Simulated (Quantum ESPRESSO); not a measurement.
# In (I4/mmm) in Quantum ESPRESSO: band structure with PBEsol+D2

Aim: the band structure of In with PBEsol+D2.

All numbers are computed with Quantum ESPRESSO 7.5; they aren't measurements. Logs are shortened: lines on timing, memory, paths and dates and some standing lists are left out, and cuts for length are marked.

### Step 1. The undisturbed crystal

The structure is tetragonal, space group I4/mmm (No. 139). Conventional cell: a = 3.251 Å, b = 3.251 Å, c = 4.947 Å, α = 90.00°, β = 90.00°, γ = 90.00°. In (site symmetry 4/mmm) is surrounded by 12 In at 3.25 to 3.38 Å.

### Step 2. Band structure, PBEsol+D2, spin-orbit coupling, no magnetisation (volume scaled by 1.15)

The input, pw.in:

```
&CONTROL
  calculation = 'scf'
  prefix = 'pwscf'
  outdir = './tmp'
  pseudo_dir = './pseudo'
  tprnfor = .true.
  tstress = .true.
  disk_io = 'low'
/
&SYSTEM
  space_group = 139
  A = 3.40597588
  C = 5.1833393
  nat = 1
  ntyp = 1
  ecutwfc = 70
  nbnd = 24
  occupations = 'smearing'
  smearing = 'fd'
  degauss = 0.00367493
  noncolin = .true.
  lspinorb = .true.
  vdw_corr = 'grimme-d2'
/
&ELECTRONS
  conv_thr = 2d-10
  electron_maxstep = 120
  mixing_beta = 0.5
  startingwfc = 'atomic'
/
ATOMIC_SPECIES
In   114.8180 In.upf
ATOMIC_POSITIONS crystal_sg
In     0.0000000000    0.0000000000    0.0000000000
K_POINTS automatic
11 11 11 0 0 0
```

The input, pp_density.in:

```
&INPUTPP
  prefix = 'pwscf'
  outdir = './tmp'
  filplot = 'density.dat'
  plot_num = 0
/
&PLOT
  nfile = 1
  filepp(1) = 'density.dat'
  iflag = 3
  output_format = 6
  fileout = 'density.cube'
/
```

The input, pp_potential.in:

```
&INPUTPP
  prefix = 'pwscf'
  outdir = './tmp'
  filplot = 'potential.dat'
  plot_num = 11
/
&PLOT
  nfile = 1
  filepp(1) = 'potential.dat'
  iflag = 3
  output_format = 6
  fileout = 'potential.cube'
/
```

The input, bands.in:

```
&CONTROL
  calculation = 'bands'
  prefix = 'pwscf'
  outdir = './tmp'
  pseudo_dir = './pseudo'
  disk_io = 'low'
  verbosity = 'high'
/
&SYSTEM
  space_group = 139
  A = 3.25094
  C = 4.9474
  nat = 1
  ntyp = 1
  ecutwfc = 70
  nbnd = 24
  occupations = 'smearing'
  smearing = 'fd'
  degauss = 0.00367493
  noncolin = .true.
  lspinorb = .true.
  vdw_corr = 'grimme-d2'
/
&ELECTRONS
  conv_thr = 1d-08
  electron_maxstep = 120
  mixing_beta = 0.5
  startingwfc = 'atomic'
  diago_full_acc = .true.
/
ATOMIC_SPECIES
In   114.8180 In.upf
ATOMIC_POSITIONS crystal_sg
In     0.0000000000    0.0000000000    0.0000000000
K_POINTS crystal
60
 0.0000000000  0.0000000000  0.0000000000 1
 0.0714285714  0.0000000000  0.0000000000 1
 0.1428571429  0.0000000000  0.0000000000 1
 0.2142857143  0.0000000000  0.0000000000 1
 0.2857142857  0.0000000000  0.0000000000 1
 0.3571428571  0.0000000000  0.0000000000 1
 0.4285714286  0.0000000000  0.0000000000 1
 0.5000000000  0.0000000000  0.0000000000 1
 0.5000000000  0.0719635549 -0.0719635549 1
 0.5000000000  0.1439271098 -0.1439271098 1
 0.5000000000  0.2158906647 -0.2158906647 1
 0.4526484441  0.2632422206 -0.2632422206 1
 0.4052968882  0.3105937764 -0.3105937764 1
 0.3579453323  0.3579453323 -0.3579453323 1
 0.3132021658  0.3132021658 -0.3132021658 1
 0.2684589993  0.2684589993 -0.2684589993 1
 0.2237158327  0.2237158327 -0.2237158327 1
 0.1789726662  0.1789726662 -0.1789726662 1
 0.1342294996  0.1342294996 -0.1342294996 1
 0.0894863331  0.0894863331 -0.0894863331 1
 0.0447431665  0.0447431665 -0.0447431665 1
 0.0000000000  0.0000000000  0.0000000000 1
-0.0625000000 -0.0625000000 -0.0625000000 1
-0.1250000000 -0.1250000000 -0.1250000000 1
-0.1875000000 -0.1875000000 -0.1875000000 1
-0.2500000000 -0.2500000000 -0.2500000000 1
-0.3125000000 -0.3125000000 -0.3125000000 1
-0.3750000000 -0.3750000000 -0.3750000000 1
-0.4375000000 -0.4375000000 -0.4375000000 1
-0.5000000000 -0.5000000000 -0.5000000000 1
-0.4526484441 -0.4526484441 -0.5473515559 1
-0.4052968882 -0.4052968882 -0.5947031118 1
-0.3579453323 -0.3579453323 -0.6420546677 1
-0.2684589993 -0.2684589993 -0.6065410007 1
-0.1789726662 -0.1789726662 -0.5710273338 1
-0.0894863331 -0.0894863331 -0.5355136669 1
 0.0000000000  0.0000000000 -0.5000000000 1
 0.0416666667 -0.0416666667 -0.4583333333 1
 0.0833333333 -0.0833333333 -0.4166666667 1
 0.1250000000 -0.1250000000 -0.3750000000 1
 0.1666666667 -0.1666666667 -0.3333333333 1
 0.2083333333 -0.2083333333 -0.2916666667 1
 0.2500000000 -0.2500000000 -0.2500000000 1
 0.1723515559 -0.2916666667 -0.2916666667 1
 0.0947031118 -0.3333333333 -0.3333333333 1
 0.0170546677 -0.3750000000 -0.3750000000 1
-0.0605937764 -0.4166666667 -0.4166666667 1
-0.1382422206 -0.4583333333 -0.4583333333 1
-0.2158906647 -0.5000000000 -0.5000000000 1
-0.2632422206 -0.5000000000 -0.5000000000 1
-0.3105937764 -0.5000000000 -0.5000000000 1
-0.3579453323 -0.5000000000 -0.5000000000 1
-0.4052968882 -0.5000000000 -0.5000000000 1
-0.4526484441 -0.5000000000 -0.5000000000 1
-0.5000000000 -0.5000000000 -0.5000000000 1
 0.5000000000  0.0000000000  0.0000000000 1
 0.4375000000 -0.0625000000 -0.0625000000 1
 0.3750000000 -0.1250000000 -0.1250000000 1
 0.3125000000 -0.1875000000 -0.1875000000 1
 0.2500000000 -0.2500000000 -0.2500000000 1
```

Potentials or basis: PseudoDojo 0.4 FR PBEsol standard.

Launch:

```sh
> OMP_NUM_THREADS=1 pw.x -in pw.in > pw.out
> OMP_NUM_THREADS=1 pp.x -in pp_density.in > pp_density.out
> OMP_NUM_THREADS=1 pp.x -in pp_potential.in > pp_potential.out
> OMP_NUM_THREADS=1 pw.x -in bands.in > bands.out
```

pw.out:

```text
This program is part of the open-source Quantum ESPRESSO suite
     for quantum simulation of materials; please cite
         "P. Giannozzi et al., J. Phys.:Condens. Matter 21 395502 (2009);
         "P. Giannozzi et al., J. Phys.:Condens. Matter 29 465901 (2017);
         "P. Giannozzi et al., J. Chem. Phys. 152 154105 (2020);
     in publications or presentations arising from this work. More details at

     G-vector sticks info
     --------------------
     sticks:   dense  smooth     PW     G-vecs:    dense   smooth      PW
     Sum         839     839    257                16067    16067    2751

     Using Slab Decomposition

     bravais-lattice index     =            7
     lattice parameter (alat)  =       6.4364  a.u.
     unit-cell volume          =     202.8894 (a.u.)^3
     number of atoms/cell      =            1
     number of atomic types    =            1
     number of electrons       =        13.00
     number of Kohn-Sham states=           24
     kinetic-energy cutoff     =      70.0000  Ry
     charge density cutoff     =     280.0000  Ry
     scf convergence threshold =      2.0E-10
     mixing beta               =       0.5000
     number of iterations used =            8  plain     mixing
     Exchange-correlation= PBESOL
                           (   1   4  10   8   0   0   0)
     Non magnetic calculation with spin-orbit

     celldm(1)=   6.436362  celldm(2)=   0.000000  celldm(3)=   1.521837
     celldm(4)=   0.000000  celldm(5)=   0.000000  celldm(6)=   0.000000

     crystal axes: (cart. coord. in units of alat)
               a(1) = (   0.500000  -0.500000   0.760918 )
               a(2) = (   0.500000   0.500000   0.760918 )
               a(3) = (  -0.500000  -0.500000   0.760918 )

     reciprocal axes: (cart. coord. in units 2 pi/alat)
               b(1) = (  1.000000 -1.000000  0.000000 )
               b(2) = (  0.000000  1.000000  0.657101 )
               b(3) = ( -1.000000  0.000000  0.657101 )

     PseudoPot. # 1 for In read from file:
     In.upf
     Pseudo is Norm-conserving + core correction, Zval = 13.0
     Generated using ONCVPSP code by D. R. Hamann
     Using radial grid of 1986 points, 10 beta functions with:
                l(1) =   0
                l(2) =   0
                l(3) =   1
                l(4) =   1
                l(5) =   1
                l(6) =   1
                l(7) =   2
                l(8) =   2
                l(9) =   2
               l(10) =   2

     atomic species   valence    mass     pseudopotential
     In               13.00   114.81800     In( 1.00)

     16 Sym. Ops., with inversion, found

   Cartesian axes

     site n.     atom                  positions (alat units)
         1        In     tau(   1) = (   0.0000000   0.0000000   0.0000000  )

     -------------------------------------------------
     Parameters for Dispersion (Grimme-D2) Correction:
     -------------------------------------------------
       atom      VdW radius       C_6

        In         3.160       1294.678

     number of k points=   126  Fermi-Dirac smearing, width (Ry)=  0.0037

     Number of k-points >= 100: set verbosity='high' to print them.

     Dense  grid:    16067 G-vectors     FFT dimensions: (  36,  36,  36)

     Initial potential from superposition of free atoms

     starting charge      12.9964, renormalised to      13.0000
     Starting wfcs are   18 atomic +    6 random wfcs

     Self-consistent Calculation

     iteration #  1     ecut=    70.00 Ry     beta= 0.50
     Davidson diagonalization with overlap
     ethr =  1.00E-02,  avg # of iterations =  4.2

     Threshold (ethr) on eigenvalues was too large:
     Diagonalizing with lowered threshold

     Davidson diagonalization with overlap
     ethr =  3.98E-05,  avg # of iterations =  6.2

     total energy              =    -132.59053080 Ry
     estimated scf accuracy    <       0.00533380 Ry

     iteration #  2     ecut=    70.00 Ry     beta= 0.50
     Davidson diagonalization with overlap
     ethr =  4.10E-05,  avg # of iterations =  2.0

     total energy              =    -132.59121672 Ry
     estimated scf accuracy    <       0.00042778 Ry

     iteration #  3     ecut=    70.00 Ry     beta= 0.50
     Davidson diagonalization with overlap
     c_bands:  1 eigenvalues not converged
     ethr =  3.29E-06,  avg # of iterations =  3.9

     total energy              =    -132.59124295 Ry
     estimated scf accuracy    <       0.00006039 Ry

     iteration #  4     ecut=    70.00 Ry     beta= 0.50
     Davidson diagonalization with overlap
     c_bands:  1 eigenvalues not converged
     c_bands:  1 eigenvalues not converged
     ethr =  4.65E-07,  avg # of iterations =  2.6

     total energy              =    -132.59124813 Ry
     estimated scf accuracy    <       0.00000033 Ry

     iteration #  5     ecut=    70.00 Ry     beta= 0.50
     Davidson diagonalization with overlap
     ethr =  2.55E-09,  avg # of iterations =  5.5

     total energy              =    -132.59124898 Ry
     estimated scf accuracy    <       0.00000011 Ry

     iteration #  6     ecut=    70.00 Ry     beta= 0.50
     Davidson diagonalization with overlap
     ethr =  8.27E-10,  avg # of iterations =  2.1

     total energy              =    -132.59124899 Ry
     estimated scf accuracy    <       0.00000006 Ry

     iteration #  7     ecut=    70.00 Ry     beta= 0.50
     Davidson diagonalization with overlap
     ethr =  4.71E-10,  avg # of iterations =  2.0

     total energy              =    -132.59124900 Ry
     estimated scf accuracy    <          6.1E-10 Ry

     iteration #  8     ecut=    70.00 Ry     beta= 0.50
     Davidson diagonalization with overlap
     ethr =  4.69E-12,  avg # of iterations =  3.6

     End of self-consistent calculation

     Number of k-points >= 100: set verbosity='high' to print the bands.

     the Fermi energy is     8.5114 ev

!    total energy              =    -132.59124900 Ry
     estimated scf accuracy    <          4.2E-11 Ry
     smearing contrib. (-TS)   =      -0.00030993 Ry
     internal energy E=F+TS    =    -132.59093906 Ry

     The total energy is F=E-TS. E is the sum of the following terms:
     one-electron contribution =     -39.58726011 Ry
     hartree contribution      =      29.66753480 Ry
     xc contribution           =     -39.54846079 Ry
     ewald contribution        =     -83.05893660 Ry
     Dispersion Correction     =      -0.06381637 Ry

     convergence has been achieved in   8 iterations

     Forces acting on atoms (cartesian axes, Ry/au):

     atom    1 type  1   force =     0.00000000    0.00000000    0.00000000

     Total force =     0.000000     Total SCF correction =     0.000000

     Computing stress (Cartesian axis) and pressure

          total   stress  (Ry/bohr**3)                   (kbar)     P=      -67.15
  -0.00042630   0.00000000   0.00000000          -62.71        0.00        0.00
   0.00000000  -0.00042630  -0.00000000            0.00      -62.71       -0.00
   0.00000000  -0.00000000  -0.00051687            0.00       -0.00      -76.03

=------------------------------------------------------------------------------=
   JOB DONE.
=------------------------------------------------------------------------------=
```

Wall time 2.7 min (1 thread of AMD EPYC 7B13 (Zen 3), shared host); peak memory 0.26 GiB.

Results:

```yaml
Free_energy: -1803.9958 eV
Pressure: -6.7 GPa
Band_gap_on_the_k_mesh: none (metal or under the smearing width)
```

Stress tensor (GPa, compression positive):
```
-6.27  0.00  0.00
 0.00 -6.27  0.00
 0.00  0.00 -7.60
```

Levels at the corners of the path, in eV from the Fermi level:
| point | band 12 | band 13 | band 14 | band 15 | band 16 | band 17 |
| --- | --- | --- | --- | --- | --- | --- |
| Γ | -8.65 | 8.73 | 8.73 | 9.59 | 9.59 | 9.67 |
| X | -2.00 | -1.58 | -1.58 | 3.19 | 3.19 | 3.75 |
| Y | -2.05 | -0.15 | -0.15 | 0.30 | 0.30 | 1.37 |
| S | -2.74 | -0.95 | -0.95 | -0.30 | -0.30 | 5.58 |
| Γ | -8.65 | 8.73 | 8.73 | 9.59 | 9.59 | 9.67 |
| Z | -3.08 | -2.20 | -2.20 | 4.17 | 4.17 | 4.55 |
| S1 | -2.74 | -0.95 | -0.95 | -0.30 | -0.30 | 5.58 |
| N | -4.24 | -2.82 | -2.82 | 6.68 | 6.68 | 8.16 |
| P | -1.70 | -0.07 | -0.07 | 0.21 | 0.21 | 1.75 |
| Y1 | -2.05 | -0.15 | -0.15 | 0.30 | 0.30 | 1.37 |
| Z | -3.08 | -2.20 | -2.20 | 4.17 | 4.17 | 4.55 |
| X | -2.00 | -1.58 | -1.58 | 3.19 | 3.19 | 3.75 |
| P | -1.70 | -0.07 | -0.07 | 0.21 | 0.21 | 1.75 |

Caveat: D2 keeps the scale fitted for PBE; some levels on the path didn't converge; pairwise dispersion overbinds metals, which lowers pressure and volume.
